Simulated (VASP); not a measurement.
## InGaAs2: single point with PBEsol

Crystal: InGaAs2.

```
In As Ga
1.0
     4.22500    0.00000    0.00000
     0.00000    4.22500    0.00000
     0.00000    0.00000    5.96215
In As Ga
1 2 1
Direct
  0.00000 0.00000 0.50000
  0.00000 0.50000 0.23153
  0.50000 0.00000 0.76848
  0.50000 0.50000 0.00000
```

The cell comes from a database or a generator and needn't be the stable form of this composition.

```
Program                : VASP 6.6.1
Task                   : single point
Functional             : PBEsol
Potentials or basis    : VASP PAW PBE potentials, release 64 (In_d, As, Ga_d)
Cutoff                 : 520 eV
k mesh                 : 6 × 6 × 5
Occupations            : fermi-dirac, width 0.05 eV
Spin                   : no spin polarisation
Ladder                 : free
Further INCAR settings : ALGO = Normal; EDIFF = 1e-07; NBANDS = 26
```

* Pressure: -2.5 GPa
* Largest force: 0.040 eV/Å
* Band gap on the k mesh: none (metal or under the smearing width)

Forces in eV/Å, atoms in the order of the input:
```
In   0.000  0.000  0.000
As   0.000  0.000 -0.040
As   0.000  0.000  0.040
Ga   0.000  0.000  0.000
```

Stress tensor (GPa, compression positive):
```
-2.60  0.00  0.00
 0.00 -2.60  0.00
 0.00  0.00 -2.35
```

Levels at points of the mesh, in eV from the Fermi level:
| k point | band 16 | band 17 | band 18 | band 19 | band 20 | band 21 |
| --- | --- | --- | --- | --- | --- | --- |
| (0.00, 0.00, 0.00) | -0.46 | -0.14 | -0.03 | -0.03 | 1.48 | 1.71 |
| (0.50, 0.00, 0.00) | -2.80 | -1.40 | -0.86 | 1.88 | 2.86 | 4.73 |
| (0.50, 0.50, 0.00) | -2.36 | -2.36 | -2.20 | 1.44 | 1.44 | 1.60 |

It took 29 s on 1 thread of Intel(R) Xeon(R) 6975P-C (Granite Rapids), on a shared host, peak memory 0.26 GiB.

Caveat: the PAW data sets were made with another functional, which shifts forces and pressure a little.
